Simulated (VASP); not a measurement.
# AlAs (F-43m) in VASP: further runs, part 2 of 3

VASP 6.6.1. The steps go on from the part before.

## (4) Relaxation of cell and atoms, PBEsol

INCAR reads:

```
ALGO = Normal
EDIFF = 1E-6
EDIFFG = -0.01
ENCUT = 600
GGA = PS
IBRION = 2
ISIF = 3
ISMEAR = 0
LASPH = True
LCHARG = False
LREAL = False
LWAVE = False
NELM = 80
NSW = 90
PREC = Accurate
SIGMA = 0.03
```

KPOINTS reads:

```
k-points
0
Gamma
  8 8 8
```

POSCAR reads:

```
AlAs
1.0
    0.0000000000      2.8304000000      2.8304000000
    2.8304000000      0.0000000000      2.8304000000
    2.8304000000      2.8304000000      0.0000000000
Al As
1 1
Direct
    0.0000000000      0.0000000000      0.0000000000
    0.2500000000      0.2500000000      0.2500000000
```

Potentials or basis: VASP PAW PBE potentials, release 64 (Al, As).

Run with:

```
cat potpaw_PBE.64/Al/POTCAR potpaw_PBE.64/As/POTCAR > POTCAR
mpirun -np 1 vasp_std > vasp.out
```

OUTCAR:

```text
EDIFF = 1E-6
   EDIFFG = -0.01
   ENCUT = 600
   GGA = PS
   IBRION = 2
   ISIF = 3
   ISMEAR = 0
   LASPH = True
   LREAL = False
   NELM = 80
   NSW = 90
   PREC = Accurate

 ion  position               nearest neighbor table
   1  0.000  0.000  0.000-   2 2.45   2 2.45   2 2.45   2 2.45
   2  0.250  0.250  0.250-   1 2.45   1 2.45   1 2.45   1 2.45

  LATTYP: Found a face centered cubic cell.
 ALAT       =     5.6608000000

  Lattice vectors:

 A1 = (   0.0000000000,   2.8304000000,   2.8304000000)
 A2 = (   2.8304000000,   0.0000000000,   2.8304000000)
 A3 = (   2.8304000000,   2.8304000000,   0.0000000000)

Analysis of symmetry for initial positions (statically):
=====================================================================
 Subroutine PRICEL returns:
 Original cell was already a primitive cell.

 Routine SETGRP: Setting up the symmetry group for a
 face centered cubic supercell.

 Subroutine GETGRP returns: Found 24 space group operations
 (whereof 24 operations were pure point group operations)
 out of a pool of 48 trial point group operations.

The static configuration has the point symmetry T_d .

Analysis of symmetry for dynamics (positions and initial velocities):
=====================================================================
 Subroutine PRICEL returns:
 Original cell was already a primitive cell.

 Routine SETGRP: Setting up the symmetry group for a
 face centered cubic supercell.

 Subroutine GETGRP returns: Found 24 space group operations
 (whereof 24 operations were pure point group operations)
 out of a pool of 48 trial point group operations.

The dynamic configuration has the point symmetry T_d .

 Subroutine INISYM returns: Found 24 space group operations
 (whereof 24 operations are pure point group operations),
 and found     1 'primitive' translations

----------------------------------------------------------------------------------------

                                     Primitive cell

  volume of cell :      45.3496

  direct lattice vectors                    reciprocal lattice vectors
     0.000000000  2.830400000  2.830400000    -0.176653477  0.176653477  0.176653477
     2.830400000  0.000000000  2.830400000     0.176653477 -0.176653477  0.176653477
     2.830400000  2.830400000  0.000000000     0.176653477  0.176653477 -0.176653477

  length of vectors
     4.002790067  4.002790067  4.002790067     0.305972797  0.305972797  0.305972797

  position of ions in fractional coordinates (direct lattice)
     0.000000000  0.000000000  0.000000000
     0.250000000  0.250000000  0.250000000

  ion indices of the primitive-cell ions
   primitive index   ion index
                 1           1
                 2           2

----------------------------------------------------------------------------------------

 KPOINTS: k-points

Automatic generation of k-mesh.
[... 28 lines left out ...]
  0.125000  0.125000  0.000000      6.000000
[... 16 lines left out ...]
  0.500000  0.250000  0.125000     48.000000
 -0.375000  0.250000  0.125000     24.000000
 [... further k-points ...]
   k-points           NKPTS =     29   k-points in BZ     NKDIM =     29   number of bands    NBANDS=      8
   number of dos      NEDOS =    301   number of ions     NIONS =      2
   total plane-waves  NPLWV =  32768
   dimension x,y,z NGX =    32 NGY =   32 NGZ =   32
   dimension x,y,z NGXF=    64 NGYF=   64 NGZF=   64
   ions per type =               1   1
   NGX,Y,Z   is equivalent  to a cutoff of  13.29, 13.29, 13.29 a.u.
   NGXF,Y,Z  is equivalent  to a cutoff of  26.58, 26.58, 26.58 a.u.
 SYSTEM =  unknown system
   PREC   = accura    normal or accurate (medium, high low for compatibility)
   ISTART =      0    job   : 0-new  1-cont  2-samecut
   ICHARG =      2    charge: 1-file 2-atom 10-const
   ISPIN  =      1    spin polarized calculation?
   LNONCOLLINEAR =      F non collinear calculations
   LSORBIT =      F    spin-orbit coupling
   LASPH  =      T    aspherical Exc in radial PAW
   ENCUT  =  600.0 eV  44.10 Ry    6.64 a.u.   7.99  7.99  7.99*2*pi/ulx,y,z
   NELM   =     80;   NELMIN=  2; NELMDL= -5     # of ELM steps
   EDIFF  = 0.1E-05   stopping-criterion for ELM
   LREAL  =      F    real-space projection
   EDIFFG = -.1E-01   stopping-criterion for IOM
   NSW    =     90    number of steps for IOM
   IBRION =      2    ionic relax: 0-MD 1-quasi-New 2-CG
   NFREE  =      1    steps in history (QN), initial steepest desc. (CG)
   ISIF   =      3    stress and relaxation
   ISYM   =      2    0-nonsym 1-usesym 2-fastsym
   POTIM  = 0.5000    time-step for ionic-motion
   TEBEG  =    0.0;   TEEND  =   0.0 temperature during run
   PSTRESS=    0.0 pullay stress
   NELECT =       8.0000    total number of electrons
   NUPDOWN=      -1.0000    fix difference up-down
   EMIN   =  10.00;   EMAX   =-10.00  energy-range for DOS
   EFERMI =   0.00;   METHOD = LEGACY
   ISMEAR =     0;   SIGMA  =   0.03  broadening in eV -4-tet -1-fermi 0-gaus
   EFERMI_NEDOS =   21; number of points for ismear=-14 and -15
   IALGO  =     38    algorithm
   IMIX   =      4    mixing-type and parameters
     AMIX     =   0.40;   BMIX     =  1.00
     AMIX_MAG =   1.60;   BMIX_MAG =  1.00
  volume/ion in A,a.u.               =      22.67       153.02
  Fermi-wavevector in a.u.,A,eV,Ry     =   0.918150  1.735052 11.469706  0.843000
  Thomas-Fermi vector in A             =   2.043199
   LORBIT       =      0    0 simple, 1 ext, 2 COOP (PROOUT), +10 PAW based schemes
   GGA     = PS    functional components
   LHFCALC =     F    Hartree Fock is set to
   AEXX    =    0.0000 exact exchange contribution
   IVDW    =     0    specifies the selected vdW correction
   LEPSILON=     F    determine dielectric tensor
   LRPA    =     F    only Hartree local field effects (RPA)
 conjugate gradient relaxation of ions
 non-spin polarized calculation
 Gauss-broadening in eV      SIGMA  =   0.03
  energy-cutoff  :      600.00
  volume of cell :       45.35
 maximum number of plane-waves:      1540
   NGX = 15   NGY = 15   NGZ = 15

--------------------------------------- Ionic step        1  -------------------------------------------

 number of electron       8.0000001 magnetization

 Free energy of the ion-electron system (eV)
  ---------------------------------------------------
  ext. energy  EPLUGINS =         0.00000000
  ---------------------------------------------------
  free energy    TOTEN  =       -10.06365207 eV

  energy without entropy =      -10.06365207  energy(sigma->0) =      -10.06365207

------------------------ aborting loop because EDIFF is reached ----------------------------------------

  FORCE on cell =-STRESS in cart. coord.  units (eV):
  Direction    XX          YY          ZZ          XY          YZ          ZX
  --------------------------------------------------------------------------------------
  -------------------------------------------------------------------------------------
  Total        0.2326517      0.2326517      0.2326517      0.0000000     -0.0000000     -0.0000000
  in kB        8.2194622      8.2194622      8.2194622      0.0000000     -0.0000000     -0.0000000
  external PRESSURE =       8.2194622 kB  Pullay stress =       0.0000000 kB
[... 59 lines left out ...]
--------------------------------------- Ionic step        3  -------------------------------------------

 number of electron       8.0000001 magnetization

 Free energy of the ion-electron system (eV)
  ---------------------------------------------------
  ext. energy  EPLUGINS =         0.00000000
  ---------------------------------------------------
  free energy    TOTEN  =       -10.06493621 eV

  energy without entropy =      -10.06493621  energy(sigma->0) =      -10.06493621

 E-fermi :   3.8681     XC(G=0):  -9.1529

 val. band max:        3.7082847655   @ k =   0.0000   0.0000   0.0000
 cond. band min:       5.0465055101   @ k =   0.5000   0.5000   0.0000
 fundamental gap:      1.3382207445
 Fermi energy:         3.8681211338

 k-point     1 :       0.0000    0.0000    0.0000
  band No.  band energies     occupation
      1      -8.1168      2.00000
      2       3.7083      2.00000
      3       3.7083      2.00000
      4       3.7083      2.00000
      5       5.6018      0.00000
      6       7.9525      0.00000
      7       7.9525      0.00000
      8       7.9525      0.00000
[... 243 lines left out ...]
 k-point    24 :      -0.3750    0.2500    0.1250
  band No.  band energies     occupation
      1      -6.4569      2.00000
      2      -1.5329      2.00000
      3       1.0195      2.00000
      4       2.1723      2.00000
      5       7.2939      0.00000
      6       7.8607      0.00000
      7      10.3076      0.00000
      8      11.2383      0.00000

 [... further k-points ...]
[... 5 lines left out ...]
  --------------------------------------------------------------------------------------
  -------------------------------------------------------------------------------------
  Total        0.0008354      0.0008354      0.0008354      0.0000000     -0.0000000      0.0000000
  in kB        0.0291895      0.0291895      0.0291895      0.0000000     -0.0000000      0.0000000
  external PRESSURE =       0.0291895 kB  Pullay stress =       0.0000000 kB
[... 17 lines left out ...]
  FREE ENERGIE OF THE ION-ELECTRON SYSTEM (eV)
  ---------------------------------------------------
  free  energy   TOTEN  =       -10.0649362116 eV

  energy  without entropy=      -10.0649362116  energy(sigma->0) =      -10.06493621

 reached required accuracy - stopping structural energy minimisation
```

OSZICAR:

```text
N       E                     dE             d eps       ncg     rms          rms(c)
DAV:   1     0.147716165287E+02    0.14772E+02   -0.33719E+03   464   0.854E+02
DAV:   2    -0.967970096254E+01   -0.24451E+02   -0.23592E+02   600   0.905E+01
DAV:   3    -0.103287001395E+02   -0.64900E+00   -0.64900E+00   576   0.198E+01
[... 19 lines left out ...]
DAV:   1    -0.100653388171E+02   -0.73652E-03   -0.10256E-02   520   0.576E-01    0.960E-02
DAV:   2    -0.100650160299E+02    0.32279E-03   -0.67878E-04   560   0.145E-01    0.447E-02
DAV:   3    -0.100649409633E+02    0.75067E-04   -0.29063E-04   512   0.849E-02    0.168E-02
DAV:   4    -0.100649366478E+02    0.43155E-05   -0.10640E-05   512   0.204E-02    0.942E-03
DAV:   5    -0.100649362116E+02    0.43622E-06   -0.12591E-06   288   0.683E-03
   3 F= -.10064936E+02 E0= -.10064936E+02  d E =-.128414E-02
```

CONTCAR:

```text
AlAs
   1.00000000000000
    -0.0000000000000000    2.8408844733699934    2.8408844733699934
     2.8408844733699934   -0.0000000000000000    2.8408844733699934
     2.8408844733699934    2.8408844733699934   -0.0000000000000000
  Al              As
     1     1
Direct
     0.0000000000000000    0.0000000000000000    0.0000000000000000
     0.2500000000000000    0.2500000000000000    0.2500000000000000

  0.00000000E+00  0.00000000E+00  0.00000000E+00
  0.00000000E+00  0.00000000E+00  0.00000000E+00
```

Run time: 11 s. Hardware: 1 thread of Intel Xeon 6975P-C (Granite Rapids), shared host; peak memory 0.18 GiB.

What came out:

| Quantity | Value |
| --- | --- |
| Free energy | -10.0649 eV |
| Relaxed volume | 22.93 Å³/atom |
| Relaxed cell | a = 4.018 Å, b = 4.018 Å, c = 4.018 Å, α = 60.00°, β = 60.00°, γ = 60.00° |
| Space group after relaxing (to 0.05 Å) | F-43m (No. 216) |
| Energy gained by relaxing | 0.6 meV/atom |
| Ionic steps | 3 |
| Pressure after relaxing | 0.0 GPa |
| Band gap on the k mesh | 1.34 eV, indirect (least direct gap 1.89 eV) |

The path:
```tsv
step	energy change (eV)	largest force (eV/Å)	pressure (GPa)	volume (Å³)
1	0.0000	0.0000	0.82	45.35
2	-0.0010	0.0000	-0.41	46.12
3	-0.0013	0.0000	0.00	45.86
```

Final structure:
```cif
data_structure
_symmetry_space_group_name_H-M 'P 1'
_symmetry_Int_Tables_number 1
_cell_length_a 4.0176
_cell_length_b 4.0176
_cell_length_c 4.0176
_cell_angle_alpha 60.000
_cell_angle_beta 60.000
_cell_angle_gamma 60.000
_cell_volume 45.86
loop_
_atom_site_label
_atom_site_type_symbol
_atom_site_fract_x
_atom_site_fract_y
_atom_site_fract_z
_atom_site_occupancy
Al1 Al 0.00000 0.00000 0.00000 1
As1 As 0.25000 0.25000 0.25000 1
```

Caveat: the PAW data sets were made with another functional, which shifts forces and pressure a little. Zero-point motion and thermal expansion aren't in these numbers.

[end of part 2 of 3]
